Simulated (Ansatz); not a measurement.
# N: the cost of one run

Computed with Ansatz 0.2.0 (DFT PBEsol, scalar-relativistic, unless a step's input says otherwise).

**1. Starting point**

Symmetry: P2_13, No. 198, cubic system. Conventional cell: a = 5.649 Å, b = 5.649 Å, c = 5.649 Å, α = 90.00°, β = 90.00°, γ = 90.00°. N (site symmetry 3) is surrounded by 12 N at 3.78 to 4.25 Å.

As a file:

```cif
data_structure
_symmetry_space_group_name_H-M 'P2_13'
_symmetry_Int_Tables_number 198
_cell_length_a 5.6490
_cell_length_b 5.6490
_cell_length_c 5.6490
_cell_angle_alpha 90.000
_cell_angle_beta 90.000
_cell_angle_gamma 90.000
_cell_volume 180.27
loop_
_atom_site_label
_atom_site_type_symbol
_atom_site_symmetry_multiplicity
_atom_site_Wyckoff_symbol
_atom_site_fract_x
_atom_site_fract_y
_atom_site_fract_z
_atom_site_occupancy
N1 N 4 a 0.03000 0.03000 0.03000 1
```

The file gives the conventional cell by its symmetry; the runs use the cell typed in the input.

Atoms are numbered in the order of the input: N1, N2, N3, N4.

**2. After the deformation**

Space group P2_13 before, P2_12_12_1 after.

**3. Full-potential LAPW**

input.yaml reads:

```yaml
crystal:
  lattice:
    - [5.70549, 0.0, 0.0]
    - [0.0, 5.70549, 0.0]
    - [0.0, 0.0, 5.649]
  atoms:
    - { symbol: "N", position: [0.03, 0.03, 0.03] }
    - { symbol: "N", position: [0.47, 0.97, 0.53] }
    - { symbol: "N", position: [0.53, 0.47, 0.97] }
    - { symbol: "N", position: [0.97, 0.53, 0.47] }
kpoints:
  mp_grid: { grid: [4, 4, 4] }
  band_path:
    path:
      - [0.0, 0.0, 0.0]
      - [0.0, 0.0, 0.5]
      - [0.5, 0.0, 0.5]
      - [0.5, 0.0, 0.0]
      - [0.0, 0.0, 0.0]
      - [0.0, 0.5, 0.0]
      - [0.0, 0.5, 0.5]
      - [0.5, 0.5, 0.5]
      - [0.5, 0.5, 0.0]
    npoints: 5
scf:
  occupations: { method: fermi_dirac, width: 0.02 }
hamiltonian:
  xc: pbesol
  pseudopotentials: { kind: all_electron, lapw: { basis_error: 0.001 } }
output:
  forces: true
  stress: true
  eigenvalues: true
```

Launch:

```console
> ansatz run input.yaml --threads 1 --pin off --max-ram 4096MiB --backend cpu --events-out ev --progress --plain --runs-dir out
```

Q: Estimate wall time and peak memory on 1 thread of Arm Neoverse V1, shared host.

About 16 s, with a peak of 0.25 GiB.
